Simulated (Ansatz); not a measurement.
The system is Ag.

```xyz
1
Lattice="-1.6557 1.6557 1.6557 1.6557 -1.6557 1.6557 1.6557 1.6557 -1.6557" Properties=species:S:1:pos:R:3 pbc="T T T"
Ag    0.0000    0.0000    0.0000
```

This isn't the form of Ag at room conditions, which is fcc.

Base run:

| Property | Result |
| --- | --- |
| Program | Ansatz 0.2.0 |
| Functional | r2SCAN |
| Potentials or basis | Ansatz PAW |
| Cutoff | 500 eV (not typed: the program's choice for these potentials) |
| k mesh | 11 × 11 × 11 |
| Occupations | fermi-dirac, width 0.05 eV |
| Spin | no spin polarisation |

Its results: band gap on the k mesh none (metal or under the smearing width); pressure -3.7 GPa.

Problem. After a change of settings the same cell gave: band gap on the k mesh none (metal or under the smearing width); pressure 3.0 GPa. Which change was it?
A. functional from r2SCAN to PBEsol; cutoff from 500 eV (not typed: the program's choice for these potentials) to 420 eV (not typed: the program's choice for these potentials)
B. functional from r2SCAN to BLYP; cutoff from 500 eV (not typed: the program's choice for these potentials) to 420 eV (not typed: the program's choice for these potentials)
C. functional from r2SCAN to RPBE; cutoff from 500 eV (not typed: the program's choice for these potentials) to 420 eV (not typed: the program's choice for these potentials)
D. functional from r2SCAN to PBE; cutoff from 500 eV (not typed: the program's choice for these potentials) to 420 eV (not typed: the program's choice for these potentials); occupations from fermi-dirac, width 0.05 eV to gaussian, width 0.012 eV

Solution. C.

Caveats: the PAW data sets come from PBE, with cores solved anew for the run's functional, which leaves a small shift of forces and pressure.
